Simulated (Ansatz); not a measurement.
# Bi (I4/mcm) in Ansatz: notebook

Runs on Bi. Level: LDA. Tasks: single point, equation of state.

All numbers are computed with Ansatz 0.2.0; they aren't measurements. Logs are shortened: lines on timing, memory, paths and dates and some standing lists are left out, and cuts for length are marked.

## (1) The structure

The structure is tetragonal, space group I4/mcm (No. 140). The conventional cell has a = 8.899 Å, b = 8.899 Å, c = 4.131 Å, α = 90.00°, β = 90.00°, γ = 90.00°. Bi (site symmetry m2m) is surrounded by 7 Bi at 3.31 to 3.67 Å.

This isn't the form of Bi at room conditions, which is rhombohedral.

## (2) Single point, LDA, 38.45 Å³/atom (volume scaled by 0.94)

File input.yaml:

```yaml
crystal:
  lattice:
    - [-4.3589113281, 4.3589113281, 2.0234644129]
    - [4.3589113281, -4.3589113281, 2.0234644129]
    - [4.3589113281, 4.3589113281, -2.0234644129]
  atoms:
    - { symbol: Bi, position: [0.1456555, 0.3543445, 0.5] }
    - { symbol: Bi, position: [0.8543445, 0.6456555, 0.5] }
    - { symbol: Bi, position: [0.6456555, 0.1456555, 0.791311] }
    - { symbol: Bi, position: [0.3543445, 0.8543445, 0.208689] }
hamiltonian:
  xc: lda
  pseudopotentials: { kind: paw }
kpoints:
  mp_grid: { grid: [7, 7, 7] }
scf:
  occupations: { method: fermi_dirac, width: 0.05 }
output:
  forces: true
  stress: true
  eigenvalues: true
  write_density: true
  write_potential: true
  elf: true
  volumetric_format: npy
```

Potentials or basis: Ansatz PAW.

On the command line:

```console
$ ansatz run input.yaml --threads 2 --pin off --max-ram 5632MiB --backend cpu --events-out ev --progress --plain --runs-dir out
```

Log:

```text
Warning: RAYON_NUM_THREADS=2 ignored (pool sized by the plan → 2); use --threads N
Engine: ansatz 0.2.0, x86_64-unknown-linux-gnu
Pseudopotentials: kind: paw
Pseudopotential: Bi, paw, valence charge 15, recommended cutoff 420 eV (normal), Bi.paw.azcp
Functional definition: SPW92
  exchange = slater_x
  correlation = pw_c
Crystal: 4 atoms, lattice volume = 153.784 Å³
Basis set: ecut = 420 eV, 3003 PW (Γ)
Bands: 36, of which v1, the nominal top of the filled ones, is band 30 counted from 1 (29 counted from 0)
Symmetry: 16 space group operations
Space group: I4/mcm (ITA 140), of the structure as read, at distance tolerance 5.4e-5 Å
k-points: 40 of 343
Non-local potential: Bi, projectors of the file, l = 0: 2, l = 1: 2, l = 2: 2, l = 3: 2
PAW form: soft (Blöchl's): semilocal exchange-correlation on the pseudo side does not see the compensation charge
PAW frozen core: Bi, regenerated for the run's functional, and the local potential with it (the file was generated under x = pbe(κ = 0.804, μ = 0.2195149727645171), c = pbe(β = 0.06672455060314922))
PAW one-centre angular grid: Bi, 590 points (default); XC on 64 Gauss nodes
Initial density: superposition of atomic densities (neutral atoms: chi_scale 0, normalization atom), corrected by the library's trained network
Initial wavefunctions: pseudopotential atomic-orbital guess
Functional: x = slater, c = lda
SCF iter   1: F=—  HF=-48342.523715 eV  |F-HF|=—  |Δ(HF+E_count)|=         —  Δρ=3.47e-3  dr2=9.41e-3  ethr=1.77e-3  ⟨swp⟩=7.0  Hψ=5904  notcnv=0
preconditioner: auto → LDOS  [metal: Δε(μ)=0.037 eV  Ē_g=19.291 eV  σ=0.050 eV  W_gap=0.18  n_scr=44 (ndim 8)  ℏωp=23.2 eV  f_vac=0.140  D(μ)=3.43/eV (n_scr^D=16)  β→1.0]
SCF iter   2: F=—  HF=-48342.524912 eV  |F-HF|=—  |Δ(HF+E_count)|=   1.20e-3  Δρ=1.13e-3  dr2=1.68e-3  ethr=1.57e-5  ⟨swp⟩=2.4  Hψ=3011  notcnv=0  defer=2
SCF iter   3: F=—  HF=-48342.524156 eV  |F-HF|=—  |Δ(HF+E_count)|=   7.56e-4  Δρ=4.06e-4  dr2=1.49e-4  ethr=2.80e-6  ⟨swp⟩=2.0  Hψ=2628  notcnv=0  defer=2
SCF iter   4: F=—  HF=-48342.524124 eV  |F-HF|=—  |Δ(HF+E_count)|=   3.19e-5  Δρ=8.70e-5  dr2=8.21e-6  ethr=2.48e-7  ⟨swp⟩=2.0  Hψ=2432  notcnv=0  defer=2
SCF iter   5: F=—  HF=-48342.523986 eV  |F-HF|=—  |Δ(HF+E_count)|=   1.38e-4  Δρ=1.99e-5  dr2=9.13e-7  ethr=1.37e-8  ⟨swp⟩=2.0  Hψ=2622  notcnv=0  defer=2
SCF iter   6: F=-48342.523986 eV  HF=-48342.523986 eV  |F-HF|=8.13e-9  |Δ(HF+E_count)|=   2.93e-7  Δρ=3.97e-6  dr2=2.75e-8  ethr=1.67e-10  ⟨swp⟩=11.0  Hψ=11975  notcnv=0
SCF 1 converged in 6 iterations: F = -48342.523986 eV  dr2 = 2.75e-8
SCF converged after 6 iterations
Free energy (F): -48342.523986 eV
Harris-Foulkes:  -48342.523986 eV  (|F-HF|=8.13e-9)
Internal energy: -48342.496276 eV  (E = F + TS)
E sigma→0 (E₀):  -48342.510131 eV
Entropy (-TS):   -0.027710 eV (-6.928 meV/atom)
Fermi energy:    8.350865 eV
--- Per-component energies (eV) ---
  E_band       = -523.304864
  E_kinetic    = 1214.497593
  E_local      = -7306.706720  (includes V_loc(G=0)·N_el)
  E_nonlocal   = 2253.746767
  E_hartree    = 2525.078706
  E_xc         = -602.746469
  E_vxc        = -579.486499  (∫ρ·V_xc dr)
  E_paw        = -41410.787121  (= ΣΔE_a)
  E_vpaw       = -1155.500496  (= ΣTr[D̂ρ^β])
  E_aug_tail   = -0.002084  (compensation charges beyond the density's cutoff)
  E_ewald      = -5015.557409
  E_core_change = -0.019539  (= ΣΔE_core)
  E_smearing   = -0.027710  (= −TS)
  E_closure    = -0.000000  (closes the sum)
  Σ components = -48342.523986   (vs F -48342.523986, Δ=0.00e0)
--- Forces (eV/Å), atoms counted from 1 ---
  atom   1  Bi    -0.03152677     0.03152677    -0.00000000
  atom   2  Bi     0.03152677    -0.03152677    -0.00000000
  atom   3  Bi     0.03152677     0.03152677    -0.00000000
  atom   4  Bi    -0.03152677    -0.03152677    -0.00000000
  max |Σ_I F_I| component: 2.08e-17 eV/Å
--- Stress (GPa, compression-positive) ---
       -0.532268       0.000000       0.000000
        0.000000      -0.532268       0.000000
        0.000000       0.000000      -0.324337
  P = ⅓ Tr σ = -0.4630 GPa (-4.630 kbar)
--- Band table (eV; the first three rows and the last of 40) ---
  k-point 0: bands = ["-14.5436", "-14.5436", "-14.5130", "-14.4905", "-14.4905", "-14.4890", "-14.4569", "-14.4551", "-14.4125", "-14.3789", "-14.3707", "-14.3707", "-14.3274", "-14.3247", "-14.3247", "-14.3163", "-14.3163", "-14.2774", "-14.2736", "-14.2023", "-5.1235", "-2.0907", "-1.6775", "-1.6775", "3.6859", "6.4688", "7.0613", "7.0613", "7.7225", "7.9706", "8.2927", "8.2927", "11.3726", "11.4414", "11.4414", "12.2271"]
  k-point 1: bands = ["-14.5521", "-14.5450", "-14.5102", "-14.5004", "-14.4882", "-14.4780", "-14.4582", "-14.4491", "-14.4182", "-14.3804", "-14.3675", "-14.3644", "-14.3318", "-14.3295", "-14.3175", "-14.3163", "-14.3130", "-14.2806", "-14.2701", "-14.2067", "-5.0684", "-2.4761", "-1.6710", "-1.3853", "3.8964", "6.0850", "6.9103", "7.3991", "7.5082", "8.0340", "8.2893", "8.7637", "11.0153", "11.4181", "11.9687", "12.3489"]
  k-point 2: bands = ["-14.5677", "-14.5477", "-14.5084", "-14.5045", "-14.4820", "-14.4675", "-14.4603", "-14.4397", "-14.4293", "-14.3842", "-14.3633", "-14.3515", "-14.3389", "-14.3338", "-14.3161", "-14.3110", "-14.2981", "-14.2889", "-14.2637", "-14.2196", "-4.9205", "-2.9955", "-1.6563", "-1.0981", "4.4528", "5.6544", "6.5868", "7.0524", "8.0781", "8.0871", "8.2818", "9.5334", "10.6716", "11.4452", "12.3526", "12.5794"]
  k-point 39: bands = ["-14.6358", "-14.5280", "-14.4868", "-14.4682", "-14.4624", "-14.4579", "-14.4513", "-14.4401", "-14.4306", "-14.3908", "-14.3879", "-14.3833", "-14.3475", "-14.3317", "-14.3109", "-14.3095", "-14.2993", "-14.2551", "-14.2514", "-14.2449", "-4.2423", "-3.3630", "-3.2439", "0.2173", "4.5502", "6.3478", "6.3760", "6.7504", "7.8704", "9.4839", "9.7534", "9.8333", "10.3484", "10.5518", "10.8505", "11.3314"]
```

Wall time 4.9 s (2 threads of Intel Xeon Platinum 8488C (Sapphire Rapids), shared host); peak memory 0.55 GiB.

What came out:

* Free energy: -48342.5240 eV
* Pressure: -0.5 GPa
* Largest force: 0.045 eV/Å
* Band gap on the k mesh: none (metal or under the smearing width)

Caveat: spin-orbit coupling is left out, which moves the levels of the heavy elements; the PAW data sets come from PBE, with cores solved anew for the run's functional, which leaves a small shift of forces and pressure.

## (3) Single point, LDA, 39.26 Å³/atom (volume scaled by 0.96)

Edit input.yaml of step 2 so:

```diff
@@ -2,5 +2,5 @@
   lattice:
-    - [-4.3589113281, 4.3589113281, 2.0234644129]
-    - [4.3589113281, -4.3589113281, 2.0234644129]
-    - [4.3589113281, 4.3589113281, -2.0234644129]
+    - [-4.3896088981, 4.3896088981, 2.0377146318]
+    - [4.3896088981, -4.3896088981, 2.0377146318]
+    - [4.3896088981, 4.3896088981, -2.0377146318]
   atoms:
@@ -21,5 +21 @@
   eigenvalues: true
-  write_density: true
-  write_potential: true
-  elf: true
-  volumetric_format: npy
```

Potentials or basis: Ansatz PAW.

On the command line:

```console
$ ansatz run input.yaml --threads 2 --pin off --max-ram 5632MiB --backend cpu --events-out ev --progress --plain --runs-dir out
```

Run time: 3.8 s. Hardware: 2 threads of Intel Xeon Platinum 8488C (Sapphire Rapids), shared host; peak memory 0.56 GiB.

The run converged. Its results:

| Item | Value |
| --- | --- |
| Free energy | -48342.5055 eV |
| Pressure | -1.3 GPa |
| Largest force | 0.029 eV/Å |
| Band gap on the k mesh | none (metal or under the smearing width) |

Caveat: spin-orbit coupling is left out, which moves the levels of the heavy elements; the PAW data sets come from PBE, with cores solved anew for the run's functional, which leaves a small shift of forces and pressure.

## (4) Single point, LDA, 40.08 Å³/atom (volume scaled by 0.98)

Edit input.yaml of step 3 so:

```diff
@@ -2,5 +2,5 @@
   lattice:
-    - [-4.3896088981, 4.3896088981, 2.0377146318]
-    - [4.3896088981, -4.3896088981, 2.0377146318]
-    - [4.3896088981, 4.3896088981, -2.0377146318]
+    - [-4.4198830196, 4.4198830196, 2.0517682803]
+    - [4.4198830196, -4.4198830196, 2.0517682803]
+    - [4.4198830196, 4.4198830196, -2.0517682803]
   atoms:
```

On the command line:

```console
$ ansatz run input.yaml --threads 2 --pin off --max-ram 5632MiB --backend cpu --events-out ev --progress --plain --runs-dir out
```

Wall time 3.7 s (2 threads of Intel Xeon Platinum 8488C (Sapphire Rapids), shared host); peak memory 0.55 GiB.

It converged, with:

```
Free energy            : -48342.4704 eV
Pressure               : -2.1 GPa
Largest force          : 0.096 eV/Å
Band gap on the k mesh : none (metal or under the smearing width)
```

Caveat: spin-orbit coupling is left out, which moves the levels of the heavy elements; the PAW data sets come from PBE, with cores solved anew for the run's functional, which leaves a small shift of forces and pressure.

## (5) Single point, LDA, 40.90 Å³/atom

Edit input.yaml of step 4 so:

```diff
@@ -2,5 +2,5 @@
   lattice:
-    - [-4.4198830196, 4.4198830196, 2.0517682803]
-    - [4.4198830196, -4.4198830196, 2.0517682803]
-    - [4.4198830196, 4.4198830196, -2.0517682803]
+    - [-4.449748, 4.449748, 2.065632]
+    - [4.449748, -4.449748, 2.065632]
+    - [4.449748, 4.449748, -2.065632]
   atoms:
```

On the command line:

```console
$ ansatz run input.yaml --threads 2 --pin off --max-ram 5632MiB --backend cpu --events-out ev --progress --plain --runs-dir out
```

It took 3.8 s on 2 threads of Intel Xeon Platinum 8488C (Sapphire Rapids), shared host; peak memory 0.56 GiB.

It converged, with:

| Quantity | Value |
| --- | --- |
| Free energy | -48342.4204 eV |
| Pressure | -2.8 GPa |
| Largest force | 0.158 eV/Å |
| Band gap on the k mesh | none (metal or under the smearing width) |

Caveat: spin-orbit coupling is left out, which moves the levels of the heavy elements; the PAW data sets come from PBE, with cores solved anew for the run's functional, which leaves a small shift of forces and pressure.

## (6) Single point, LDA, 41.72 Å³/atom (volume scaled by 1.02)

Edit input.yaml of step 5 so:

```diff
@@ -2,5 +2,5 @@
   lattice:
-    - [-4.449748, 4.449748, 2.065632]
-    - [4.449748, -4.449748, 2.065632]
-    - [4.449748, 4.449748, -2.065632]
+    - [-4.4792173886, 4.4792173886, 2.0793120808]
+    - [4.4792173886, -4.4792173886, 2.0793120808]
+    - [4.4792173886, 4.4792173886, -2.0793120808]
   atoms:
```

Potentials or basis: Ansatz PAW.

On the command line:

```console
$ ansatz run input.yaml --threads 2 --pin off --max-ram 5632MiB --backend cpu --events-out ev --progress --plain --runs-dir out
```

It took 3.7 s on 2 threads of Intel Xeon Platinum 8488C (Sapphire Rapids), shared host; peak memory 0.56 GiB.

Results (log left out):

| Property | Result |
| --- | --- |
| Free energy | -48342.3572 eV |
| Pressure | -3.4 GPa |
| Largest force | 0.213 eV/Å |
| Band gap on the k mesh | none (metal or under the smearing width) |

Caveat: spin-orbit coupling is left out, which moves the levels of the heavy elements; the PAW data sets come from PBE, with cores solved anew for the run's functional, which leaves a small shift of forces and pressure.

## (7) Single point, LDA, 42.54 Å³/atom (volume scaled by 1.04)

Edit input.yaml of step 6 so:

```diff
@@ -2,5 +2,5 @@
   lattice:
-    - [-4.4792173886, 4.4792173886, 2.0793120808]
-    - [4.4792173886, -4.4792173886, 2.0793120808]
-    - [4.4792173886, 4.4792173886, -2.0793120808]
+    - [-4.5083040308, 4.5083040308, 2.0928144856]
+    - [4.5083040308, -4.5083040308, 2.0928144856]
+    - [4.5083040308, 4.5083040308, -2.0928144856]
   atoms:
```

On the command line:

```console
$ ansatz run input.yaml --threads 2 --pin off --max-ram 5632MiB --backend cpu --events-out ev --progress --plain --runs-dir out
```

Wall time 3.8 s (2 threads of Intel Xeon Platinum 8488C (Sapphire Rapids), shared host); peak memory 0.54 GiB.

Results (log left out):

```yaml
Free_energy: -48342.2822 eV
Pressure: -3.9 GPa
Largest_force: 0.264 eV/Å
Band_gap_on_the_k_mesh: none (metal or under the smearing width)
```

Caveat: spin-orbit coupling is left out, which moves the levels of the heavy elements; the PAW data sets come from PBE, with cores solved anew for the run's functional, which leaves a small shift of forces and pressure.

## (8) Single point, LDA, 43.35 Å³/atom (volume scaled by 1.06)

Edit input.yaml of step 7 so:

```diff
@@ -2,5 +2,5 @@
   lattice:
-    - [-4.5083040308, 4.5083040308, 2.0928144856]
-    - [4.5083040308, -4.5083040308, 2.0928144856]
-    - [4.5083040308, 4.5083040308, -2.0928144856]
+    - [-4.5370201173, 4.5370201173, 2.1061448736]
+    - [4.5370201173, -4.5370201173, 2.1061448736]
+    - [4.5370201173, 4.5370201173, -2.1061448736]
   atoms:
@@ -21 +21,5 @@
   eigenvalues: true
+  write_density: true
+  write_potential: true
+  elf: true
+  volumetric_format: npy
```

On the command line:

```console
$ ansatz run input.yaml --threads 2 --pin off --max-ram 5632MiB --backend cpu --events-out ev --progress --plain --runs-dir out
```

Run time: 5.1 s. Hardware: 2 threads of Intel Xeon Platinum 8488C (Sapphire Rapids), shared host; peak memory 0.57 GiB.

The run converged. Its results:

| Item | Value |
| --- | --- |
| Free energy | -48342.1968 eV |
| Pressure | -4.4 GPa |
| Largest force | 0.309 eV/Å |
| Band gap on the k mesh | none (metal or under the smearing width) |

Caveat: spin-orbit coupling is left out, which moves the levels of the heavy elements; the PAW data sets come from PBE, with cores solved anew for the run's functional, which leaves a small shift of forces and pressure.

## (9) Equation of state, LDA

Potentials or basis: Ansatz PAW.

This step only gathers the single runs of the series.

Results:

- Equilibrium volume: 38.04 Å³/atom (rough: see the caveat)
- Bulk modulus at fixed shape and positions: 45 GPa (rough)

Energy against volume, from the lowest point:
```csv
volume (Å³/atom),energy (meV/atom)
38.446,0.00
39.264,4.61
40.082,13.40
40.900,25.90
41.718,41.70
42.536,60.44
43.354,81.79
```

Caveat: the minimum lies outside the volumes run; the cell was scaled at fixed shape and fractional positions, which overstates the stiffness of a crystal with free parameters, most of all of layers and chains; spin-orbit coupling is left out, which moves the levels of the heavy elements.
